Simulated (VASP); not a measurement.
# Se (P6_3/mmc) in VASP: notebook, part 2 of 2

VASP 6.6.1. The steps go on from the part before.

## 3. Single point, revPBE

INCAR

```
ALGO     = Normal         # electronic algorithm
EDIFF    = 1E-6           # SCF threshold, eV
ENCUT    = 520            # plane-wave cutoff, eV
GGA      = RE             # functional
ISIF     = 2              # what is computed and relaxed
ISMEAR   = -1             # smearing method
LASPH    = True           # aspherical terms in the spheres
LCHARG   = False          # write CHGCAR
LREAL    = False          # projectors in reciprocal space
LWAVE    = False          # write WAVECAR
NBANDS   = 13             # bands
NELM     = 100            # most SCF steps
PREC     = Accurate       # precision mode
SIGMA    = 0.1            # smearing width, eV
```

KPOINTS

```
k-points
0
Gamma
  12 12 6
```

POSCAR

```
Se
1.0
    3.7006218112      0.0000000000      0.0000000000
   -1.8503109056      3.2048324982      0.0000000000
    0.0000000000      0.0000000000      3.8558405142
Se
2
Direct
    0.3333333333      0.6666666667      0.2500000000
    0.6666666667      0.3333333333      0.7500000000
```

Potentials or basis: VASP PAW PBE potentials, release 64 (Se).

On the command line:

```sh
$ cat potpaw_PBE.64/Se/POTCAR > POTCAR
$ mpirun -np 1 vasp_std > vasp.out
```

OUTCAR:

```text
EDIFF = 1E-6
   ENCUT = 520
   GGA = RE
   ISIF = 2
   ISMEAR = -1
   LASPH = True
   LREAL = False
   NELM = 100
   PREC = Accurate

 ion  position               nearest neighbor table
   1  0.333  0.667  0.250-
   2  0.667  0.333  0.750-

  LATTYP: Found a hexagonal cell.
 ALAT       =     3.7006218112
 C/A-ratio  =     1.0419439518

  Lattice vectors:

 A1 = (   3.7006218112,   0.0000000000,   0.0000000000)
[... 562 lines left out ...]
      6       3.1330      2.00000
      7       5.8369      0.00000
      8       6.1337      0.00000
      9      10.2131      0.00000
     10      13.3363      0.00000
     11      14.0294      0.00000
     12      14.4233      0.00000
     13      17.5328      0.00000

 [... further k-points ...]
[... 5 lines left out ...]
  --------------------------------------------------------------------------------------
  -------------------------------------------------------------------------------------
  Total       -0.0027873     -0.0027873     -0.0018810     -0.0000000      0.0000000      0.0000000
  in kB       -0.0976568     -0.0976568     -0.0659023     -0.0000000      0.0000000      0.0000000
  external PRESSURE =      -0.0870720 kB  Pullay stress =       0.0000000 kB

 VOLUME and BASIS-vectors are now :
 -----------------------------------------------------------------------------
  energy-cutoff  :      520.00
  volume of cell :       45.73
      direct lattice vectors                 reciprocal lattice vectors
     3.700621811  0.000000000  0.000000000     0.270224857  0.156014394  0.000000000
    -1.850310906  3.204832498  0.000000000     0.000000000  0.312028788  0.000000000
     0.000000000  0.000000000  3.855840514     0.000000000  0.000000000  0.259346826

 POSITION                                       TOTAL-FORCE (eV/Angst)
 -----------------------------------------------------------------------------------
     -0.00000      2.13655      0.96396        -0.000000      0.000000      0.000000
      1.85031      1.06828      2.89188         0.000000     -0.000000      0.000000
 -----------------------------------------------------------------------------------
    total drift:                               -0.000000      0.000000      0.000000

  FREE ENERGIE OF THE ION-ELECTRON SYSTEM (eV)
  ---------------------------------------------------
  free  energy   TOTEN  =        -5.5975434388 eV

  energy  without entropy=       -5.5516789055  energy(sigma->0) =       -5.57461117
```

OSZICAR:

```text
N       E                     dE             d eps       ncg     rms          rms(c)
DAV:   1     0.487973876567E+02    0.48797E+02   -0.51027E+03  1984   0.782E+02
DAV:   2    -0.310285371384E+01   -0.51900E+02   -0.49791E+02  2739   0.132E+02
DAV:   3    -0.557835565646E+01   -0.24755E+01   -0.24574E+01  2491   0.308E+01
DAV:   4    -0.559160026111E+01   -0.13245E-01   -0.13242E-01  2326   0.266E+00
DAV:   5    -0.559165725870E+01   -0.56998E-04   -0.56997E-04  2544   0.177E-01    0.461E+00
DAV:   6    -0.559447007855E+01   -0.28128E-02   -0.33650E-03  2381   0.387E-01    0.274E+00
DAV:   7    -0.559744702710E+01   -0.29769E-02   -0.68011E-03  2351   0.560E-01    0.801E-02
DAV:   8    -0.559753017120E+01   -0.83144E-04   -0.28181E-04  2436   0.106E-01    0.122E-02
DAV:   9    -0.559754050693E+01   -0.10336E-04   -0.10443E-05  2517   0.206E-02    0.738E-03
DAV:  10    -0.559754348335E+01   -0.29764E-05   -0.51475E-06  2226   0.143E-02    0.151E-03
DAV:  11    -0.559754343879E+01    0.44558E-07   -0.14148E-07  1548   0.227E-03
   1 F= -.55975434E+01 E0= -.55746112E+01  d E =-.458645E-01
```

stdout:

```text
POSCAR found type information on POSCAR Se
 POSCAR found :  1 types and       2 ions
 scaLAPACK will be used
 -----------------------------------------------------------------------------
|                                                                             |
|                                                                             |
|     You enforced a specific xc type in the INCAR file but a different       |
|     I HOPE YOU KNOW WHAT YOU ARE DOING!                                     |
|                                                                             |
 -----------------------------------------------------------------------------

 LDA part: xc-table for (Slater+PW92), standard interpolation
 POSCAR, INCAR and KPOINTS ok, starting setup
 FFT: planning ... GRIDC
 FFT: planning ... GRID_SOFT
 FFT: planning ... GRID
 WAVECAR not read
 entering main loop
```

It took 14 s on 1 thread of Intel Xeon 6975P-C (Granite Rapids), shared host; peak memory 0.17 GiB.

What came out:

- Free energy: -5.5975 eV
- Pressure: 0.0 GPa
- Band gap on the k mesh: none (metal or under the smearing width)

Levels at points of the mesh, in eV from the Fermi level:
| k point | band 3 | band 4 | band 5 | band 6 | band 7 | band 8 | band 9 | band 10 |
| --- | --- | --- | --- | --- | --- | --- | --- | --- |
| (0.00, 0.00, 0.00) | -4.55 | -2.22 | -2.22 | 0.83 | 0.83 | 3.27 | 4.38 | 7.29 |
| (0.50, 0.00, 0.00) | -4.02 | -3.70 | -2.57 | -0.67 | -0.50 | 2.21 | 4.37 | 9.79 |
| (0.00, 0.00, 0.50) | -1.08 | -1.08 | -0.61 | -0.61 | -0.61 | -0.61 | 8.20 | 8.20 |
| (0.50, 0.00, 0.50) | -5.94 | -5.94 | -1.56 | -1.56 | 1.19 | 1.19 | 8.80 | 8.80 |

Caveat: the PAW data sets were made with another functional, which shifts forces and pressure a little.

## 4. Relaxation of cell and atoms, revPBE

This run uses another cell than the first one, of 21.81 Å³/atom, 0.954 times its volume.

INCAR

```
SYSTEM = Se
ALGO     = Fast           ! electronic algorithm
EDIFF    = 1E-7           ! SCF threshold, eV
EDIFFG   = -0.01          ! ionic threshold
ENCUT    = 600            ! plane-wave cutoff, eV
GGA      = RE             ! functional
IBRION   = 2              ! ionic algorithm
ISIF     = 3              ! what is computed and relaxed
ISMEAR   = -1             ! smearing method
LASPH    = .True.         ! aspherical terms in the spheres
LCHARG   = .False.        ! write CHGCAR
LREAL    = .False.        ! projectors in reciprocal space
LWAVE    = .False.        ! write WAVECAR
NELM     = 80             ! most SCF steps
NSW      = 80             ! ionic steps
PREC     = Accurate       ! precision mode
SIGMA    = 0.1            ! smearing width, eV
```

KPOINTS

```
k-points
0
Gamma
  12 12 6
  0 0 0
```

POSCAR

```
Se
1.0
    3.1360302227      0.0000000000      0.0000000000
   -1.5680151114      2.7158818399      0.0000000000
    0.0000000000      0.0000000000      5.1211373537
Se
2
Direct
    0.3333333333      0.6666666667      0.2500000000
    0.6666666667      0.3333333333      0.7500000000
```

On the command line:

```sh
$ cat potpaw_PBE.64/Se/POTCAR > POTCAR
$ mpirun -np 1 vasp_std > vasp.out
```

Run time: 4.8 min. Hardware: 1 thread of Intel Xeon 6975P-C (Granite Rapids), shared host; peak memory 0.21 GiB.

It converged, with:

```yaml
Free_energy: -5.5972 eV
Relaxed_volume: 22.83 Å³/atom
Relaxed_cell: a = 3.698 Å, b = 3.698 Å, c = 3.856 Å, α = 90.00°, β = 90.00°, γ = 120.00°
Space_group_after_relaxing_to_0.05_Å: P6_3/mmc (No. 194)
Energy_gained_by_relaxing: 369.4 meV/atom
Ionic_steps: 22
Pressure_after_relaxing: 0.0 GPa
Band_gap_on_the_k_mesh: none (metal or under the smearing width)
```

Step by step:
| step | energy change (eV) | largest force (eV/Å) | pressure (GPa) | volume (Å³) |
| --- | --- | --- | --- | --- |
| 1 | 0.0000 | 0.0000 | -2.62 | 43.62 |
| 2 | -0.0383 | 0.0000 | 0.32 | 41.39 |
| 3 | -0.0446 | 0.0000 | 2.19 | 40.28 |
| 4 | -0.0740 | 0.0000 | 3.02 | 39.87 |
| 5 | -0.1998 | 0.0000 | 6.59 | 38.55 |
| 6 | -0.1773 | 0.0000 | 21.84 | 35.44 |
| 7 | -0.2772 | 0.0000 | 11.34 | 37.30 |
| 8 | -0.2674 | 0.0000 | 16.20 | 36.33 |
| 9 | -0.2819 | 0.0000 | 13.95 | 36.75 |
| 10 | -0.2902 | 0.0000 | 14.19 | 36.75 |
| 11 | -0.3100 | 0.0000 | 15.00 | 36.72 |
| 12 | -0.3233 | 0.0000 | 17.02 | 36.64 |
| 13 | -0.3553 | 0.0000 | 16.14 | 36.95 |
| 14 | -0.4423 | 0.0000 | 13.64 | 37.86 |
| 15 | -0.5776 | 0.0000 | 9.34 | 39.72 |
| 16 | -0.7202 | 0.0000 | 2.94 | 43.54 |
| 17 | -0.7374 | 0.0000 | 0.58 | 45.44 |
| 18 | -0.7374 | 0.0000 | 0.39 | 45.62 |
| 19 | -0.7379 | 0.0000 | 0.33 | 45.63 |
| 20 | -0.7387 | 0.0000 | 0.15 | 45.65 |
| 21 | -0.7381 | 0.0000 | -0.19 | 45.70 |
| 22 | -0.7388 | 0.0000 | 0.05 | 45.67 |

Final structure:
```
Se
1.0
     3.69790    0.00000    0.00000
    -1.84895    3.20247    0.00000
     0.00000    0.00000    3.85622
Se
2
Cartesian
  0.0000 2.1350 0.9641
  1.8489 1.0675 2.8922
```

Levels at points of the mesh, in eV from the Fermi level:
```
           k point  band 2  band 3  band 4  band 5  band 6  band 7  band 8  band 9  band 10
(0.00, 0.00, 0.00)  -10.19   -4.56   -2.22   -2.22    0.83    0.83    3.28    4.38     7.29
(0.50, 0.00, 0.00)  -12.28   -4.03   -3.70   -2.58   -0.67   -0.51    2.21    4.36     9.88
(0.00, 0.00, 0.50)  -13.69   -1.07   -1.07   -0.61   -0.61   -0.61   -0.61    9.19     9.19
(0.50, 0.00, 0.50)  -12.70   -5.95   -5.95   -1.56   -1.56    1.19    1.19    8.80     8.80
```

Caveat: the PAW data sets were made with another functional, which shifts forces and pressure a little.

## 5. Single point, revPBE

This run uses another cell than the first one, of 21.95 Å³/atom, 0.960 times its volume.

INCAR

```
PREC = Accurate
ENCUT = 520
EDIFF = 1E-6
ISMEAR = -1
SIGMA = 0.1
LREAL = False
LASPH = True
NELM = 100
ALGO = Fast
ISIF = 2
LWAVE = False
LCHARG = False
GGA = RE
NBANDS = 13
```

KPOINTS

```
Automatic mesh
0
Gamma
  11 11 9
```

POSCAR

```
Se
1.0
    3.6506072773      0.0000000000      0.0000000000
   -1.8253036387      3.1615186414      0.0000000000
    0.0000000000      0.0000000000      3.8037281731
Se
2
Direct
    0.3333333333      0.6666666667      0.2500000000
    0.6666666667      0.3333333333      0.7500000000
```

On the command line:

```sh
$ cat potpaw_PBE.64/Se/POTCAR > POTCAR
$ mpirun -np 1 vasp_std > vasp.out
```

It took 14 s on 1 thread of Intel Xeon 6975P-C (Granite Rapids), shared host; peak memory 0.17 GiB.

It converged, with:

```
Free energy            : -5.5950 eV
Pressure               : 2.6 GPa
Band gap on the k mesh : none (metal or under the smearing width)
```

Stress tensor (GPa, compression positive):
```
2.35 0.00 0.00
0.00 2.35 0.00
0.00 0.00 3.09
```

Levels at points of the mesh, in eV from the Fermi level:
| k point | band 2 | band 3 | band 4 | band 5 | band 6 | band 7 | band 8 | band 9 | band 10 | band 11 |
| --- | --- | --- | --- | --- | --- | --- | --- | --- | --- | --- |
| (0.00, 0.00, 0.00) | -10.12 | -4.81 | -2.36 | -2.36 | 0.83 | 0.83 | 3.45 | 4.18 | 7.34 | 10.06 |

Caveat: the PAW data sets were made with another functional, which shifts forces and pressure a little.

## 6. The runs side by side

| task | cell | k mesh | cutoff (eV) | gap on the mesh (eV) | pressure (GPa) |
| --- | --- | --- | --- | --- | --- |
| single point | P6_3/mmc, 22.86 Å³/atom | 16 × 16 × 13 | 520 | none | -0.1 |
| single point | P6_3/mmc, 22.86 Å³/atom | 12 × 12 × 6 | 520 | none | 0.0 |
| relaxation of cell and atoms | relaxed | 12 × 12 × 6 | 600 | none | 0.0 |
| single point | P6_3/mmc, 21.95 Å³/atom | 11 × 11 × 9 | 520 | none | 2.6 |

Alike in all rows: level revPBE; potentials or basis VASP PAW PBE potentials, release 64 (Se); no spin polarisation; smearing fermi-dirac 0.1 eV.

Every run on the cell as given and a fine mesh finds a metal.

Caveats: the PAW data sets were made with another functional, which shifts forces and pressure a little.

Total energies depend on the potentials used, so only differences within one code and one set of settings carry meaning.
